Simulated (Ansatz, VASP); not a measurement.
One calculation of NaH, two programs

The input INCAR:

```
  ALGO = Normal
  EDIFF = 1E-6
  ENCUT = 520
  GGA = PE
  ISIF = 2
  ISMEAR = 0
  LASPH = T
  LCHARG = T
  LELF = T
  LREAL = F
  LVHAR = T
  LWAVE = F
  NBANDS = 11
  NELM = 100
  PREC = Accurate
  SIGMA = 0.05
```

KPOINTS

```
k-points
0
Gamma
  8 8 8
```

File POSCAR:

```
NaH
1.0
    0.0000000000      2.5010000000      2.3180000000
    2.5010000000      0.0000000000      2.3180000000
    2.5010000000      2.5010000000      0.0000000000
Na H
1 1
Direct
    0.0000000000      0.0000000000      0.0000000000
    0.5000000000      0.5000000000      0.5000000000
```

Input for Ansatz:

```yaml
crystal:
  lattice:
    - [0.0, 2.501, 2.318]
    - [2.501, 0.0, 2.318]
    - [2.501, 2.501, 0.0]
  atoms:
    - { symbol: Na, position: [0.0, 0.0, 0.0] }
    - { symbol: H, position: [0.5, 0.5, 0.5] }
basis:
  ecutwfc: 420
kpoints:
  mp_grid: { grid: [8, 8, 8] }
hamiltonian:
  xc: pbe
scf:
  occupations: { method: gaussian, width: 0.05 }
output:
  forces: true
  stress: true
  eigenvalues: true
```

Change from the starting cell: strain +0.025 along x and y, -0.050 along z, atoms carried along.

Alike in both runs: task single point; functional PBE; k mesh 8 × 8 × 8; occupations gaussian, width 0.05 eV; no spin polarisation.

|  | VASP | Ansatz |
| --- | --- | --- |
| version | VASP 6.6.1 | Ansatz 0.2.0 |
| potentials or method | VASP PAW PBE potentials, release 64 (Na_pv, H) | scalar-relativistic, plane waves, PAW |
| plane-wave cutoff (eV) | 520 | 420 |
| valence electrons in the cell | 8 | 10 |

```csv
,VASP,Ansatz,Ansatz less VASP
gap on the k mesh at the Fermi level (eV),3.66,3.66,+0.001
least direct gap on the mesh (eV),4.57,4.57,+0.004
pressure (GPa),-0.4,-0.4,+0.03
largest component of the traceless stress (GPa),1.53,1.51,-0.018
```

With one functional, cell and mesh, what is left measures potentials, basis and numerics. The two sets of potentials don't hold the same shells in valence.

A k mesh can miss the band edges.
